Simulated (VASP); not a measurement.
# BP: from the relaxed cell to its vibrations, part 2 of 2

What lattice, stiffness and vibrations does BP have at one level of theory? The starting structure is a measured crystal structure from the Crystallography Open Database. All runs use LDA.

VASP 6.6.1.

So far. Step 3 (Elastic constants): The elastic tensor has C11 = 358.5, C12 = 84.1, C44 = 194.8 GPa; its Hill averages are a bulk modulus of 175.6 and a shear modulus of 169.3 GPa. Step 4 (Modes of the relaxed cell): The zone-centre modes at 11.312 Å³ an atom are T2 819.4 cm⁻¹.

### 5. Modes at 0.97 of that volume

Level of this step: LDA; plane waves and PAW (P, B) (VASP).

Shape and positions were first relaxed at this volume, in a run that isn't shown.

File INCAR:

```
SYSTEM = BP
PREC = Accurate
ENCUT = 500
EDIFF = 1E-08
NELM = 100
ISMEAR = 0
SIGMA = 0.03
LREAL = .FALSE.
ALGO = Normal
GGA = CA
NBANDS = 10
LORBIT = 11
LWAVE = .FALSE.
LCHARG = .FALSE.
KPAR = 4
IBRION = 8
LEPSILON = .TRUE.
LPEAD = .TRUE.
ISIF = 2
```

File POSCAR:

```
BP
1.0
    0.0000000000      2.2221641580      2.2221641580
    2.2221641580      0.0000000000      2.2221641580
    2.2221641580      2.2221641580      0.0000000000
P B
1 1
Direct
    0.7500000000      0.7500000000      0.7500000000
    0.0000000000      0.0000000000      0.0000000000
```

File KPOINTS:

```
Automatic mesh
0
Gamma
16 16 16
0 0 0
```

PAW data sets: P and B (LDA family, release 64).

On the command line:

```
> mpirun -np 4 vasp_std
```

The log of the run:

```text
[... set-up lines as in an earlier step ...]
 entering main loop
       N       E                     dE             d eps       ncg     rms          rms(c)
DAV:   1     0.742293800817E+01    0.74229E+01   -0.39578E+03  2916   0.696E+02
DAV:   2    -0.148278715453E+02   -0.22251E+02   -0.21121E+02  4044   0.112E+02
DAV:   3    -0.153630820498E+02   -0.53521E+00   -0.53412E+00  3574   0.160E+01
DAV:   4    -0.153651449086E+02   -0.20629E-02   -0.20625E-02  3536   0.113E+00
[...]
DAV:  11    -0.143874829950E+02   -0.17572E-05   -0.64100E-06  3602   0.138E-02    0.392E-02
DAV:  12    -0.143874827107E+02    0.28433E-06   -0.18157E-06  3310   0.625E-03    0.101E-02
DAV:  13    -0.143874827174E+02   -0.67221E-08   -0.56029E-08  3450   0.162E-03
   1 F= -.14387483E+02 E0= -.14387483E+02  d E =-.149342E-14
 Linear response reoptimize wavefunctions to high precision
DAV:   1    -0.143874827137E+02    0.36949E-08   -0.14081E-08  3242   0.552E-04
DAV:   2    -0.143874827137E+02   -0.28535E-10   -0.25702E-10  1630   0.133E-04
 Linear response to external field (no local field effect), progress :
[...]
RMM:  13    -0.411097617707E-01    0.10981E-08   -0.51383E-07  7329   0.363E-06    0.426E-09
 first order change of Fermi-energy  -0.10458E-03
 force on displaced ion       1 direction 1 : -21.032   0.000   0.000
 Born effective charge ion    1 direction 1 :   0.724   0.000   0.000
 Linear response progress:
  Degree of freedom:   2/  2
       N       E                     dE             d eps       ncg     rms          rms(c)
RMM:   1    -0.475337208512E-01   -0.47534E-01   -0.99180E-03 30719   0.116E+00
RMM:   2    -0.436052210142E-01    0.39285E-02   -0.95720E-04 19567   0.242E-01    0.161E-01
RMM:   3    -0.435312970550E-01    0.73924E-04   -0.19896E-04 20116   0.101E-01    0.839E-02
RMM:   4    -0.439725151833E-01   -0.44122E-03   -0.21021E-04 19746   0.945E-02    0.987E-03
[...]
RMM:   9    -0.439557245111E-01    0.10130E-07   -0.94726E-08 22401   0.231E-05    0.325E-06
RMM:  10    -0.439557426917E-01   -0.18181E-07   -0.13531E-08 22279   0.709E-06    0.146E-06
RMM:  11    -0.439557354515E-01    0.72401E-08   -0.36230E-08 19620   0.395E-06    0.183E-07
 first order change of Fermi-energy   0.59509E-04
 force on displaced ion       2 direction 1 : -21.034  -0.000  -0.000
 Born effective charge ion    2 direction 1 :  -0.725   0.000   0.000
 Born effective charges drift removed
 Linear response finished
```

The job ended after 2.3 min (4 MPI ranks of Intel Xeon Platinum 8259CL at 2.50GHz (Skylake/Cascade Lake), shared host; peak memory 2.1 GiB).

Parts of OUTCAR (step 5):

```text
  Total        0.7723123      0.7723123      0.7723123     -0.0000000     -0.0000000      0.0000000
  in kB       56.3826049     56.3826049     56.3826049     -0.0000000     -0.0000000      0.0000000
  external PRESSURE =      56.3826049 kB  Pullay stress =       0.0000000 kB

 POSITION                                       TOTAL-FORCE (eV/Angst)
 -----------------------------------------------------------------------------------
      3.33325      3.33325      3.33325         0.000000      0.000000      0.000000
      0.00000      0.00000      0.00000        -0.000000     -0.000000     -0.000000
 -----------------------------------------------------------------------------------
    total drift:                                0.000000      0.000000     -0.000000

 MACROSCOPIC STATIC DIELECTRIC TENSOR (including local field effects in DFT)
 ------------------------------------------------------
           9.182820     0.000000    -0.000000
           0.000000     9.182820     0.000000
           0.000000     0.000000     9.182820
 ------------------------------------------------------

 MACROSCOPIC STATIC DIELECTRIC TENSOR IONIC CONTRIBUTION
 ------------------------------------------------------
           0.205159    -0.000000    -0.000000
          -0.000000     0.205159     0.000000
          -0.000000     0.000000     0.205159
 ------------------------------------------------------

[... 1 part as in an earlier step ...]

[... 1 further part left out ...]
```

The zone-centre modes at 10.973 Å³ an atom are T2 844.8 cm⁻¹.

### 6. Modes at 1.03 of that volume

Shape and positions were first relaxed at this volume, in a run that isn't shown.

INCAR is that of step 5.

File POSCAR:

```
BP
1.0
    0.0000000000      2.2670684615      2.2670684615
    2.2670684615      0.0000000000      2.2670684615
    2.2670684615      2.2670684615      0.0000000000
P B
1 1
Direct
    0.7500000000      0.7500000000      0.7500000000
    0.0000000000      0.0000000000      0.0000000000
```

KPOINTS is that of step 5.

On the command line:

```
> mpirun -np 4 vasp_std
```

The log of the run:

```text
[... set-up lines as in an earlier step ...]
 entering main loop
       N       E                     dE             d eps       ncg     rms          rms(c)
DAV:   1     0.759809509643E+01    0.75981E+01   -0.39308E+03  2900   0.696E+02
DAV:   2    -0.146088220263E+02   -0.22207E+02   -0.21060E+02  4102   0.110E+02
DAV:   3    -0.152170168448E+02   -0.60819E+00   -0.60654E+00  3594   0.167E+01
DAV:   4    -0.152196937752E+02   -0.26769E-02   -0.26766E-02  3560   0.124E+00
[...]
DAV:  11    -0.143890057388E+02   -0.19808E-05   -0.51200E-06  3758   0.129E-02    0.354E-02
DAV:  12    -0.143890053865E+02    0.35238E-06   -0.19789E-06  3382   0.624E-03    0.744E-03
DAV:  13    -0.143890053946E+02   -0.81621E-08   -0.75487E-08  3548   0.177E-03
   1 F= -.14389005E+02 E0= -.14389005E+02  d E =-.246715E-11
 Linear response reoptimize wavefunctions to high precision
DAV:   1    -0.143890053919E+02    0.27300E-08   -0.11149E-08  3266   0.498E-04
DAV:   2    -0.143890053919E+02   -0.35698E-10   -0.24151E-10  1730   0.125E-04
 Linear response to external field (no local field effect), progress :
[...]
RMM:  11    -0.412721436212E-01    0.50500E-08   -0.79873E-08 19453   0.922E-06    0.328E-07
 first order change of Fermi-energy  -0.10836E-03
 force on displaced ion       1 direction 1 : -18.643  -0.000  -0.000
 Born effective charge ion    1 direction 1 :   0.530   0.000   0.000
 Linear response progress:
  Degree of freedom:   2/  2
       N       E                     dE             d eps       ncg     rms          rms(c)
RMM:   1    -0.457431277918E-01   -0.45743E-01   -0.69838E-03 30612   0.115E+00
RMM:   2    -0.419893423672E-01    0.37538E-02   -0.73273E-04 19604   0.242E-01    0.147E-01
RMM:   3    -0.419952023905E-01   -0.58600E-05   -0.11691E-04 20265   0.884E-02    0.773E-02
RMM:   4    -0.423820617022E-01   -0.38686E-03   -0.14492E-04 19851   0.832E-02    0.955E-03
[...]
RMM:  10    -0.423618612978E-01   -0.21958E-07   -0.19148E-07 22363   0.105E-05    0.141E-06
RMM:  11    -0.423618522160E-01    0.90818E-08   -0.19766E-07 19931   0.743E-06    0.202E-07
RMM:  12    -0.423618526669E-01   -0.45098E-09   -0.18621E-07 12941   0.627E-06    0.613E-08
 first order change of Fermi-energy   0.24281E-03
 force on displaced ion       2 direction 1 : -18.642   0.000   0.000
 Born effective charge ion    2 direction 1 :  -0.531   0.000   0.000
 Born effective charges drift removed
 Linear response finished
```

The job ended after 2.4 min (4 MPI ranks; peak memory 2.2 GiB).

OUTCAR, selected parts (step 6):

```text
  Total       -0.7155359     -0.7155359     -0.7155359      0.0000000     -0.0000000      0.0000000
  in kB      -49.1946770    -49.1946770    -49.1946770      0.0000000     -0.0000000      0.0000000
  external PRESSURE =     -49.1946770 kB  Pullay stress =       0.0000000 kB

 POSITION                                       TOTAL-FORCE (eV/Angst)
 -----------------------------------------------------------------------------------
      3.40060      3.40060      3.40060        -0.000000     -0.000000     -0.000000
      0.00000      0.00000      0.00000         0.000000      0.000000      0.000000
 -----------------------------------------------------------------------------------
    total drift:                               -0.000000     -0.000000     -0.000000

 MACROSCOPIC STATIC DIELECTRIC TENSOR (including local field effects in DFT)
 ------------------------------------------------------
           9.205443     0.000000    -0.000000
          -0.000000     9.205443    -0.000000
           0.000000     0.000000     9.205443
 ------------------------------------------------------

 MACROSCOPIC STATIC DIELECTRIC TENSOR IONIC CONTRIBUTION
 ------------------------------------------------------
           0.116648     0.000000    -0.000000
           0.000000     0.116648     0.000000
          -0.000000     0.000000     0.116648
 ------------------------------------------------------

[... 1 part as in an earlier step ...]

[... 1 further part left out ...]
```

The zone-centre modes at 11.652 Å³ an atom are T2 795.4 cm⁻¹.

### 7. The runs compared

| run | volume (Å³/atom) | T2 | core minutes |
| --- | --- | --- | --- |
| relaxation | 11.312 | - | 0.147 |
| elastic constants | 11.312 | - | 10.9 |
| modes of the relaxed cell | 11.312 | 819.4 | 9.07 |
| modes at 0.97 of that volume | 10.973 | 844.8 | 9.2 |
| modes at 1.03 of that volume | 11.652 | 795.4 | 9.4 |

Modes are in cm⁻¹, degenerate ones as one, matched by symmetry and order. A number in brackets counts the listed modes of one symmetry from the lowest. The symmetry labels come from an automatic analysis and can be wrong where levels nearly coincide. Core minutes are wall time times ranks of the run shown, on a shared host.

### 8. What came out

| Item | Value |
| --- | --- |
| relaxed volume | 11.31 Å³/atom |
| bulk modulus from two volumes | 176 GPa |
| Hill shear modulus | 169 GPa |
| mode T2 | 819.4 cm⁻¹ |
| Grüneisen parameter of T2 | 1.01 |

In words: At the LDA level BP relaxes to 11.31 Å³ an atom. The bulk modulus is 175.6 GPa from the pressures at two volumes and 175.6 GPa as the Hill average of the elastic tensor, so the two routes agree. The mode Grüneisen parameters, from the cells at 0.97 and 1.03 of the volume, come to 1.01 (T2). The dielectric constants and Born charges in the logs aren't compared here; at a small gap they can be far off, and in a run without a gap they mean nothing. The frequencies are harmonic, and the splitting of polar modes by their long-range field is left out. All values are for a static lattice. Further runs on this material are not shown.

[Lines on the potential files, build, host, timing and source positions are cut from VASP's logs without a mark.]

[Logs are printed without paths, hosts, clocks, repeated set-up lines and the standing remarks that a program may print on its own settings, such as how far it seeks lower states.]

[Hosts, paths, dates, database ids (printed as entryN), source tags and the programs' standing remarks are cut or masked in the printed files.]
